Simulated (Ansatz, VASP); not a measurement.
**One calculation of Pb, two programs**

File INCAR:

```
SYSTEM = Pb
PREC = Accurate
ENCUT = 520
EDIFF = 1E-6
ISMEAR = -1
SIGMA = 0.05
LREAL = .FALSE.
LASPH = .TRUE.
NELM = 80
ALGO = Normal
ISIF = 2
LWAVE = .FALSE.
LCHARG = .TRUE.
GGA = PS
LELF = .TRUE.
LVHAR = .TRUE.
NBANDS = 13
```

The input KPOINTS:

```
Automatic mesh
0
G
  9 9 9
  0 0 0
```

File POSCAR:

```
Pb
1.0
    0.0000000000      2.5075897876      2.5075897876
    2.5075897876      0.0000000000      2.5075897876
    2.5075897876      2.5075897876      0.0000000000
Pb
1
Direct
    0.0000000000      0.0000000000      0.0000000000
```

The input input.yaml:

```yaml
crystal:
  lattice:
    - [0.0, 2.5075897876, 2.5075897876]
    - [2.5075897876, 0.0, 2.5075897876]
    - [2.5075897876, 2.5075897876, 0.0]
  atoms:
    - { symbol: Pb, position: [0.0, 0.0, 0.0] }
kpoints:
  mp_grid: { grid: [9, 9, 9] }
scf:
  occupations: { method: fermi_dirac, width: 0.05 }
hamiltonian:
  xc: pbesol
  pseudopotentials: { kind: all_electron, lapw: { basis_error: 0.0005 } }
output:
  forces: true
  stress: true
  eigenvalues: true
```

Change from the starting cell: volume scaled by 1.04.

Alike in both runs: task single point; functional PBEsol; k mesh 9 × 9 × 9; occupations fermi-dirac, width 0.05 eV; no spin polarisation.

|  | VASP | Ansatz |
| --- | --- | --- |
| version | VASP 6.6.1 | Ansatz 0.2.0 |
| potentials or method | VASP PAW PBE potentials, release 64 (Pb_d) | all-electron LAPW, scalar-relativistic |
| plane-wave cutoff (eV) | 520 | see its input |

|  | VASP | Ansatz | Ansatz less VASP |
| --- | --- | --- | --- |
| gap on the k mesh at the Fermi level (eV) | none | none | - |
| pressure (GPa) | -2.3 | -2.2 | +0.04 |

A gap of «none» marks a metal or a gap that the smearing closes. Ansatz ran all-electron here, so the differences hold the error of VASP's frozen core and of both bases.

Caveats: the PAW data sets were made with another functional, which shifts forces and pressure a little (VASP). The runs have no spin-orbit coupling, so splittings on Pb are missing.
